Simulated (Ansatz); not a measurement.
**InP under strain: ¹¹⁵In NMR of the central transition**

Cell: a structure deposited in the COD, relaxed with PBE at fixed cell and then changed (z stretched by 2 %, ions relaxed).

```yaml
crystal:
  lattice:
    - [0.00000, 2.93435, 2.99304]
    - [2.93435, 0.00000, 2.99304]
    - [2.93435, 2.93435, 0.00000]
  atoms:
    - { symbol: In, position: [0.00000, 0.00000, 0.00000] }
    - { symbol: P, position: [0.25000, 0.25000, 0.25000] }
```

Atom numbers follow the list; atoms alike are taken as one site, whose name carries the number of the first.

Computed with Ansatz: DFT, PBE, plane waves and PAW, scalar-relativistic, 420 eV cutoff, Γ-centred 13×13×13 k-points, Fermi–Dirac smearing 0.02 eV.

¹¹⁵In has I = 9/2 and Q = 772.0 mb (Pyykkö 2018); at 35.2 T its Larmor frequency is ν₀ = 330.4 MHz (from the bare nuclear moment; shielding lowers the observed one by a per cent or two). Only the quadrupole interaction is simulated: positions count from each site's isotropic chemical shift, and J coupling is left out, as are shift anisotropy and dipolar coupling, which fast spinning averages.

Simulated pattern of one In site (fast magic-angle spinning, Gaussian broadening 0.05 kHz):

```
offset (kHz)  height
      -2.258       0
      -2.205       0
      -2.152       3
      -2.099       4
      -2.046       4
      -1.993       4
      -1.940       5
      -1.887       5
      -1.834       5
      -1.781       5
      -1.728       5
      -1.675       5
      -1.622       5
      -1.568       5
      -1.515       6
      -1.462       6
      -1.409       9
      -1.356      67
      -1.303      69
      -1.250      47
      -1.197      40
      -1.144      36
      -1.091      35
      -1.038      32
      -0.985      32
      -0.932      32
      -0.879      31
      -0.826      31
      -0.773      32
      -0.720      33
      -0.667      34
      -0.614      36
      -0.561      39
      -0.508      42
      -0.455      49
      -0.402      61
      -0.349     100
      -0.296      66
      -0.243       2
      -0.190       0
```

(1) Which |C_Q| and η does the pattern imply?

## Answers

(1) The pattern spans 1.86 kHz before broadening and its centre of gravity is at -0.866 kHz, which fixes P_Q; the places of the horns and steps fix η. That gives P_Q = 14.4 MHz, |C_Q| = 14.4 MHz and η = 0.00. The sign of C_Q can't be read from the pattern.

An axis of threefold or higher order runs through In, so V_zz lies along it and η is zero.

Without spin–orbit coupling (the program notes it for In) the gradients can shift somewhat, as the gap is small.
